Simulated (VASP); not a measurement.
# KBr (Fm-3m) in VASP: a series of runs

One crystal, KBr, is run at these levels: PBE, B3LYP, r2SCAN; tasks: single point.

All numbers are computed with VASP 6.6.1; they aren't measurements. Logs are shortened: lines on timing, memory, paths and dates and some standing lists are left out, and cuts for length are marked.

## Step 1: The crystal as given

Symmetry: Fm-3m, No. 225, cubic system. Conventional cell: a = 6.600 Å, b = 6.600 Å, c = 6.600 Å, α = 90.00°, β = 90.00°, γ = 90.00°. K (site symmetry m-3m) is surrounded by 6 Br at 3.30 Å. Br (site symmetry m-3m) has 6 K at 3.30 Å as nearest neighbours.

## Step 2: Single point, PBE

Contents of INCAR:

```
SYSTEM = KBr
ALGO = Normal
EDIFF = 1E-7
ENCUT = 520
GGA = PE
ISIF = 2
ISMEAR = 0
LASPH = .TRUE.
LCHARG = .TRUE.
LELF = .TRUE.
LREAL = .FALSE.
LVHAR = .TRUE.
LWAVE = .FALSE.
NBANDS = 15
NELM = 100
PREC = Accurate
SIGMA = 0.01
```

Contents of KPOINTS:

```
k-points
0
G
  3 3 3
  0 0 0
```

Contents of POSCAR:

```
KBr
1.0
    0.0000000000      3.3000000000      3.3000000000
    3.3000000000      0.0000000000      3.3000000000
    3.3000000000      3.3000000000      0.0000000000
K Br
1 1
Direct
    0.0000000000      0.0000000000      0.0000000000
    0.5000000000      0.5000000000      0.5000000000
```

Potentials or basis: VASP PAW PBE potentials, release 64 (K_sv, Br).

On the command line:

```
$ cat potpaw_PBE.64/K_sv/POTCAR potpaw_PBE.64/Br/POTCAR > POTCAR
$ mpirun -np 1 vasp_std > vasp.out
```

OUTCAR:

```text
SYSTEM = KBr
   EDIFF = 1E-7
   ENCUT = 520
   GGA = PE
   ISIF = 2
   ISMEAR = 0
   LASPH = .TRUE.
   LREAL = .FALSE.
   NELM = 100
   PREC = Accurate

 ion  position               nearest neighbor table
   1  0.000  0.000  0.000-   2 3.30   2 3.30   2 3.30   2 3.30   2 3.30   2 3.30
   2  0.500  0.500  0.500-   1 3.30   1 3.30   1 3.30   1 3.30   1 3.30   1 3.30

  LATTYP: Found a face centered cubic cell.
 ALAT       =     6.6000000000

  Lattice vectors:

 A1 = (   0.0000000000,   3.3000000000,   3.3000000000)
 A2 = (   3.3000000000,   0.0000000000,   3.3000000000)
 A3 = (   3.3000000000,   3.3000000000,   0.0000000000)

Analysis of symmetry for initial positions (statically):
=====================================================================
 Subroutine PRICEL returns:
 Original cell was already a primitive cell.

 Routine SETGRP: Setting up the symmetry group for a
 face centered cubic supercell.

 Subroutine GETGRP returns: Found 48 space group operations
 (whereof 48 operations were pure point group operations)
 out of a pool of 48 trial point group operations.

The static configuration has the point symmetry O_h .

Analysis of symmetry for dynamics (positions and initial velocities):
=====================================================================
 Subroutine PRICEL returns:
 Original cell was already a primitive cell.

 Routine SETGRP: Setting up the symmetry group for a
 face centered cubic supercell.

 Subroutine GETGRP returns: Found 48 space group operations
 (whereof 48 operations were pure point group operations)
 out of a pool of 48 trial point group operations.

The dynamic configuration has the point symmetry O_h .

 Subroutine INISYM returns: Found 48 space group operations
 (whereof 48 operations are pure point group operations),
 and found     1 'primitive' translations

----------------------------------------------------------------------------------------

                                     Primitive cell

  volume of cell :      71.8740

  direct lattice vectors                    reciprocal lattice vectors
     0.000000000  3.300000000  3.300000000    -0.151515152  0.151515152  0.151515152
     3.300000000  0.000000000  3.300000000     0.151515152 -0.151515152  0.151515152
     3.300000000  3.300000000  0.000000000     0.151515152  0.151515152 -0.151515152

  length of vectors
     4.666904756  4.666904756  4.666904756     0.262431941  0.262431941  0.262431941

  position of ions in fractional coordinates (direct lattice)
     0.000000000  0.000000000  0.000000000
     0.500000000  0.500000000  0.500000000

  ion indices of the primitive-cell ions
   primitive index   ion index
                 1           1
                 2           2

----------------------------------------------------------------------------------------

 KPOINTS: k-points

Automatic generation of k-mesh.
 Grid dimensions read from file:
 generate k-points for:    3    3    3

 Generating k-lattice:

  Cartesian coordinates                     Fractional coordinates (reciprocal lattice)
    -0.050505051  0.050505051  0.050505051     0.333333333  0.000000000  0.000000000
     0.050505051 -0.050505051  0.050505051     0.000000000  0.333333333  0.000000000
     0.050505051  0.050505051 -0.050505051     0.000000000  0.000000000  0.333333333

  Length of vectors
     0.087477314  0.087477314  0.087477314

  Shift w.r.t. Gamma in fractional coordinates (k-lattice)
     0.000000000  0.000000000  0.000000000

 Subroutine IBZKPT returns following result:
 ===========================================

 Found      4 irreducible k-points:

 Following reciprocal coordinates:
            Coordinates               Weight
  0.000000  0.000000  0.000000      1.000000
  0.333333  0.000000  0.000000      8.000000
  0.333333  0.333333  0.000000      6.000000
 -0.333333  0.333333  0.000000     12.000000
   k-points           NKPTS =      4   k-points in BZ     NKDIM =      4   number of bands    NBANDS=     15
   number of dos      NEDOS =    301   number of ions     NIONS =      2
   total plane-waves  NPLWV =  46656
   dimension x,y,z NGX =    36 NGY =   36 NGZ =   36
   dimension x,y,z NGXF=    72 NGYF=   72 NGZF=   72
   ions per type =               1   1
   NGX,Y,Z   is equivalent  to a cutoff of  12.82, 12.82, 12.82 a.u.
   NGXF,Y,Z  is equivalent  to a cutoff of  25.65, 25.65, 25.65 a.u.
 SYSTEM =  KBr
   PREC   = accura    normal or accurate (medium, high low for compatibility)
   ISTART =      0    job   : 0-new  1-cont  2-samecut
   ICHARG =      2    charge: 1-file 2-atom 10-const
   ISPIN  =      1    spin polarized calculation?
   LNONCOLLINEAR =      F non collinear calculations
   LSORBIT =      F    spin-orbit coupling
   LASPH  =      T    aspherical Exc in radial PAW
   ENCUT  =  520.0 eV  38.22 Ry    6.18 a.u.   8.68  8.68  8.68*2*pi/ulx,y,z
   NELM   =    100;   NELMIN=  2; NELMDL= -5     # of ELM steps
   EDIFF  = 0.1E-06   stopping-criterion for ELM
   LREAL  =      F    real-space projection
   EDIFFG = 0.1E-05   stopping-criterion for IOM
   NSW    =      0    number of steps for IOM
   IBRION =     -1    ionic relax: 0-MD 1-quasi-New 2-CG
   NFREE  =      0    steps in history (QN), initial steepest desc. (CG)
   ISIF   =      2    stress and relaxation
   ISYM   =      2    0-nonsym 1-usesym 2-fastsym
   POTIM  = 0.5000    time-step for ionic-motion
   TEBEG  =    0.0;   TEEND  =   0.0 temperature during run
   PSTRESS=    0.0 pullay stress
   NELECT =      16.0000    total number of electrons
   NUPDOWN=      -1.0000    fix difference up-down
   EMIN   =  10.00;   EMAX   =-10.00  energy-range for DOS
   EFERMI =   0.00;   METHOD = LEGACY
   ISMEAR =     0;   SIGMA  =   0.01  broadening in eV -4-tet -1-fermi 0-gaus
   EFERMI_NEDOS =   21; number of points for ismear=-14 and -15
   IALGO  =     38    algorithm
   IMIX   =      4    mixing-type and parameters
     AMIX     =   0.40;   BMIX     =  1.00
     AMIX_MAG =   1.60;   BMIX_MAG =  1.00
  volume/ion in A,a.u.               =      35.94       242.51
  Fermi-wavevector in a.u.,A,eV,Ry     =   0.992181  1.874950 13.393889  0.984423
  Thomas-Fermi vector in A             =   2.123975
   LORBIT       =      0    0 simple, 1 ext, 2 COOP (PROOUT), +10 PAW based schemes
   GGA     = PE    functional components
   LHFCALC =     F    Hartree Fock is set to
   AEXX    =    0.0000 exact exchange contribution
   IVDW    =     0    specifies the selected vdW correction
   LEPSILON=     F    determine dielectric tensor
   LRPA    =     F    only Hartree local field effects (RPA)
 non-spin polarized calculation
 Gauss-broadening in eV      SIGMA  =   0.01
  energy-cutoff  :      520.00
  volume of cell :       71.87
 maximum number of plane-waves:      1948
 NGX is ok and might be reduce to    36
   NGX = 17   NGY = 17   NGZ = 17

 number of electron      15.9999997 magnetization

 Free energy of the ion-electron system (eV)
  ---------------------------------------------------
  ext. energy  EPLUGINS =         0.00000000
  ---------------------------------------------------
  free energy    TOTEN  =        -6.20961642 eV

  energy without entropy =       -6.20961642  energy(sigma->0) =       -6.20961642

 E-fermi :  -1.6676     XC(G=0):  -7.3678

 val. band max:       -1.7340601999   @ k =   0.0000   0.0000   0.0000
 cond. band min:       2.6969660467   @ k =   0.0000   0.0000   0.0000
 fundamental gap:      4.4310262467
 Fermi energy:        -1.6676421600

 k-point     1 :       0.0000    0.0000    0.0000
  band No.  band energies     occupation
      1     -29.5238      2.00000
      2     -14.0246      2.00000
      3     -13.0010      2.00000
      4     -13.0010      2.00000
      5     -13.0010      2.00000
      6      -1.7341      2.00000
      7      -1.7341      2.00000
      8      -1.7341      2.00000
      9       2.6970      0.00000
     10       5.8650      0.00000
     11       5.8650      0.00000
     12       5.8650      0.00000
     13       6.6874      0.00000
     14       6.6874      0.00000
     15       9.8674      0.00000

 k-point     2 :       0.3333    0.0000    0.0000
  band No.  band energies     occupation
      1     -29.5196      2.00000
      2     -14.1653      2.00000
      3     -13.0052      2.00000
      4     -13.0052      2.00000
      5     -12.8069      2.00000
      6      -2.6733      2.00000
      7      -1.9888      2.00000
      8      -1.9888      2.00000
      9       4.4621      0.00000
     10       5.9819      0.00000
     11       7.0572      0.00000
     12       7.0572      0.00000
     13       7.9474      0.00000
     14       7.9474      0.00000
     15       9.7584      0.00000

 k-point     3 :       0.3333    0.3333    0.0000
  band No.  band energies     occupation
      1     -29.5183      2.00000
      2     -14.0301      2.00000
      3     -13.0278      2.00000
      4     -13.0278      2.00000
      5     -12.9626      2.00000
      6      -2.5542      2.00000
      7      -1.9623      2.00000
      8      -1.9623      2.00000
      9       4.4325      0.00000
     10       4.8132      0.00000
     11       7.3496      0.00000
     12       7.8612      0.00000
     13       8.1996      0.00000
     14       8.1996      0.00000
     15       9.0905      0.00000

 k-point     4 :      -0.3333    0.3333    0.0000
  band No.  band energies     occupation
      1     -29.5169      2.00000
      2     -14.0757      2.00000
      3     -13.0650      2.00000
      4     -13.0188      2.00000
      5     -12.8743      2.00000
      6      -2.5293      2.00000
      7      -2.3453      2.00000
      8      -2.0792      2.00000
      9       5.2331      0.00000
     10       6.3212      0.00000
     11       6.8052      0.00000
     12       7.3809      0.00000
     13       8.0582      0.00000
     14       8.6986      0.00000
     15       9.6847      0.00000

------------------------ aborting loop because EDIFF is reached ----------------------------------------

  FORCE on cell =-STRESS in cart. coord.  units (eV):
  Direction    XX          YY          ZZ          XY          YZ          ZX
  --------------------------------------------------------------------------------------
  -------------------------------------------------------------------------------------
  Total        0.3542941      0.3542941      0.3542941     -0.0000000     -0.0000000      0.0000000
  in kB        7.8977367      7.8977367      7.8977367     -0.0000000     -0.0000000      0.0000000
  external PRESSURE =       7.8977367 kB  Pullay stress =       0.0000000 kB

 VOLUME and BASIS-vectors are now :
 -----------------------------------------------------------------------------
  energy-cutoff  :      520.00
  volume of cell :       71.87
      direct lattice vectors                 reciprocal lattice vectors
     0.000000000  3.300000000  3.300000000    -0.151515152  0.151515152  0.151515152
     3.300000000  0.000000000  3.300000000     0.151515152 -0.151515152  0.151515152
     3.300000000  3.300000000  0.000000000     0.151515152  0.151515152 -0.151515152

 POSITION                                       TOTAL-FORCE (eV/Angst)
 -----------------------------------------------------------------------------------
      0.00000      0.00000      0.00000         0.000000      0.000000      0.000000
      3.30000      3.30000      3.30000        -0.000000     -0.000000     -0.000000
 -----------------------------------------------------------------------------------
    total drift:                                0.000000      0.000000      0.000000

  FREE ENERGIE OF THE ION-ELECTRON SYSTEM (eV)
  ---------------------------------------------------
  free  energy   TOTEN  =        -6.2096164178 eV

  energy  without entropy=       -6.2096164178  energy(sigma->0) =       -6.20961642
```

It took 11 s on 1 thread of Intel Xeon Platinum 8488C (Sapphire Rapids), shared host; peak memory 0.19 GiB.

What came out:

```yaml
Free_energy: -6.2096 eV
Pressure: 0.8 GPa
Band_gap_on_the_k_mesh: 4.43 eV, direct
```

Levels at points of the mesh, in eV from the valence-band top:
```csv
k point,band 4,band 5,band 6,band 7,band 8,band 9,band 10,band 11,band 12,band 13
"(0.00, 0.00, 0.00)",-11.27,-11.27,0.00,0.00,0.00,4.43,7.60,7.60,7.60,8.42
```

Caveat: the k mesh is coarse (spacing up to 0.55 Å⁻¹), so the values aren't converged.

## Step 3: Single point, B3LYP

POSCAR is that of step 2.

Contents of INCAR.step1:

```
SYSTEM = KBr
ALGO = Normal ; EDIFF = 1E-5
ENCUT = 520 ; GGA = PE
ISIF = 2 ; ISMEAR = 0
LASPH = .True. ; LREAL = .False.
LWAVE = .True. ; NBANDS = 15
NELM = 80 ; PREC = Accurate
SIGMA = 0.01
```

Contents of INCAR.step2:

```
SYSTEM = KBr
AEXX = 0.2 ; AGGAC = 0.81
AGGAX = 0.72 ; ALDAC = 0.19
ALGO = Normal ; EDIFF = 1E-6
ENCUT = 520 ; GGA = B3
HFRCUT = -1 ; ISIF = 2
ISMEAR = 0 ; ISTART = 1
LASPH = .True. ; LCHARG = .True.
LELF = .True. ; LHFCALC = .True.
LREAL = .False. ; LVHAR = .True.
LWAVE = .False. ; NBANDS = 15
NELM = 80 ; PREC = Accurate
PRECFOCK = Normal ; SIGMA = 0.01
```

Contents of KPOINTS:

```
k-points
0
Gamma
  3 3 3
  0 0 0
```

Potentials or basis: VASP PAW PBE potentials, release 64 (K_sv, Br).

On the command line:

```
$ cat potpaw_PBE.64/K_sv/POTCAR potpaw_PBE.64/Br/POTCAR > POTCAR
$ cp INCAR.step1 INCAR
$ mpirun -np 1 vasp_std > vasp.out
$ cp INCAR.step2 INCAR
$ mpirun -np 1 vasp_std > vasp.out
```

Run time: 4.1 min. Hardware: 1 thread of Intel Xeon Platinum 8488C (Sapphire Rapids), shared host; peak memory 0.2 GiB.

The run converged. Its results:

```
Free energy            : -7.0706 eV
Pressure               : 1.1 GPa
Band gap on the k mesh : 5.93 eV, direct
```

Levels at points of the mesh, in eV from the valence-band top:
```csv
k point,band 5,band 6,band 7,band 8,band 9,band 10,band 11,band 12
"(0.00, 0.00, 0.00)",-12.04,0.00,0.00,0.00,5.93,9.22,9.22,9.22
```

Caveat: the k mesh is coarse (spacing up to 0.55 Å⁻¹), so the values aren't converged, least of all with exact exchange; the PAW data sets were made with another functional, which shifts forces and pressure a little.

## Step 4: Single point, r2SCAN

POSCAR is that of step 3.

Contents of INCAR.step1:

```
SYSTEM = KBr
ALGO     = Normal         ! electronic algorithm
EDIFF    = 1E-4           ! SCF threshold, eV
ENCUT    = 520            ! plane-wave cutoff, eV
GGA      = PE             ! functional
ISMEAR   = 0              ! smearing method
LASPH    = .TRUE.         ! aspherical terms in the spheres
LCHARG   = .FALSE.        ! write CHGCAR
LREAL    = .FALSE.        ! projectors in reciprocal space
LWAVE    = .TRUE.         ! write WAVECAR
NBANDS   = 15             ! bands
NELM     = 80             ! most SCF steps
PREC     = Accurate       ! precision mode
SIGMA    = 0.01           ! smearing width, eV
```

Contents of INCAR.step2:

```
SYSTEM = KBr
ALGO     = Normal         ! electronic algorithm
EDIFF    = 1E-6           ! SCF threshold, eV
ENCUT    = 520            ! plane-wave cutoff, eV
ISIF     = 2              ! what is computed and relaxed
ISMEAR   = 0              ! smearing method
ISTART   = 1            
LASPH    = .TRUE.         ! aspherical terms in the spheres
LCHARG   = .FALSE.        ! write CHGCAR
LMIXTAU  = .TRUE.       
LREAL    = .FALSE.        ! projectors in reciprocal space
LWAVE    = .FALSE.        ! write WAVECAR
METAGGA  = R2SCAN         ! meta-GGA
NBANDS   = 15             ! bands
NELM     = 80             ! most SCF steps
PREC     = Accurate       ! precision mode
SIGMA    = 0.01           ! smearing width, eV
```

Contents of KPOINTS:

```
k-points
0
G
  3 3 3
  0 0 0
```

On the command line:

```
$ cat potpaw_PBE.64/K_sv/POTCAR potpaw_PBE.64/Br/POTCAR > POTCAR
$ cp INCAR.step1 INCAR
$ mpirun -np 1 vasp_std > vasp.out
$ cp INCAR.step2 INCAR
$ mpirun -np 1 vasp_std > vasp.out
```

It took 29 s on 1 thread of Intel Xeon Platinum 8488C (Sapphire Rapids), shared host; peak memory 0.21 GiB.

It converged, with:

```yaml
Free_energy: -23.2439 eV
Pressure: 0.1 GPa
Band_gap_on_the_k_mesh: 5.08 eV, direct
```

Levels at points of the mesh, in eV from the valence-band top:
```csv
k point,band 5,band 6,band 7,band 8,band 9,band 10,band 11,band 12
"(0.00, 0.00, 0.00)",-11.60,0.00,0.00,0.00,5.08,8.23,8.23,8.23
```

Caveat: the k mesh is coarse (spacing up to 0.55 Å⁻¹), so the values aren't converged; the PAW data sets were made with another functional, which shifts forces and pressure a little.

## Step 5: Overview

| level | exchange at q = 0 | grid for exact exchange (PRECFOCK) | gap on the mesh (eV) | pressure (GPa) |
| --- | --- | --- | --- | --- |
| PBE | - | - | 4.43 | 0.8 |
| B3LYP | truncated | Normal | 5.93 | 1.1 |
| r2SCAN | - | - | 5.08 | 0.1 |

Alike in all rows: task single point; potentials or basis VASP PAW PBE potentials, release 64 (K_sv, Br); no spin polarisation; cell as given; k mesh 3 × 3 × 3; cutoff (eV) 520; smearing gaussian 0.01 eV; the mesh is coarse, so values aren't converged.

Caveats: all runs use coarse meshes; the PAW data sets were made with another functional, which shifts forces and pressure a little (some runs).

Absolute energies hang on the potentials; compare differences alone.
